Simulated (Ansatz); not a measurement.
A run of Ansatz 0.2.0:

File input.yaml:

```yaml
crystal:
  lattice:
    - [0.0, 2.1315, 2.1315]
    - [2.1315, 0.0, 2.1315]
    - [2.1315, 2.1315, 0.0]
  atoms:
    - { symbol: Co, position: [0.0, 0.0, 0.0], spin: 2.0 }
    - { symbol: O, position: [0.5, 0.5, 0.5] }
kpoints:
  mp_grid: { grid: [11, 11, 11] }
scf:
  occupations: { method: gaussian, width: 0.016 }
hamiltonian:
  xc: pbe
  pseudopotentials: { kind: all_electron, lapw: { basis_error: 0.001 } }
magnetization:
  spin_polarized: true
output:
  forces: true
  stress: true
  eigenvalues: true
```

Potentials or basis: all-electron LAPW, scalar-relativistic.

The run is started by

```bash
$ ansatz run input.yaml --threads 2 --pin off --max-ram 6144MiB --backend cpu --events-out ev --progress --plain --runs-dir out
```

Hardware: 2 threads of Arm Neoverse V2, with other jobs on the host.

Problem. Estimate the wall time of this run.

Solution. Run time: 14 s on 2 threads of Arm Neoverse V2, on a shared host, peak memory 0.42 GiB. Counts: scf iterations 11, plane waves 307, k points 56, bands 18.
